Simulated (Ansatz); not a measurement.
A run of Ansatz 0.2.0:

input.yaml

```yaml
crystal:
  lattice:
    - [0.0, 2.383065, 2.383065]
    - [2.383065, 0.0, 2.383065]
    - [2.383065, 2.383065, 0.0]
  atoms:
    - { symbol: Cr, position: [0.0, 0.0, 0.0], spin: 3.0 }
    - { symbol: O, position: [0.25, 0.25, 0.25] }
    - { symbol: O, position: [0.75, 0.75, 0.75] }
hamiltonian:
  xc: pbe
  pseudopotentials: { kind: paw }
magnetization:
  spin_polarized: true
kpoints:
  mp_grid: { grid: [10, 10, 10] }
scf:
  occupations: { method: fermi_dirac, width: 0.05 }
output:
  forces: true
  stress: true
  eigenvalues: true
  write_density: true
  write_potential: true
  elf: true
  volumetric_format: npy
```

Potentials or basis: Ansatz PAW.

Launch:

```console
$ ansatz run input.yaml --threads 2 --pin off --max-ram 5120MiB --backend cpu --events-out ev --progress --plain --runs-dir out
```

Hardware: 2 threads of Intel(R) Xeon(R) 6975P-C (Granite Rapids), with other jobs on the host.

How long does it take, and how much memory?

It took 2.5 s on 2 threads of Intel(R) Xeon(R) 6975P-C (Granite Rapids), on a shared host, peak memory 0.37 GiB. Counts: scf iterations 11, plane waves 531, k points 47, bands 19.
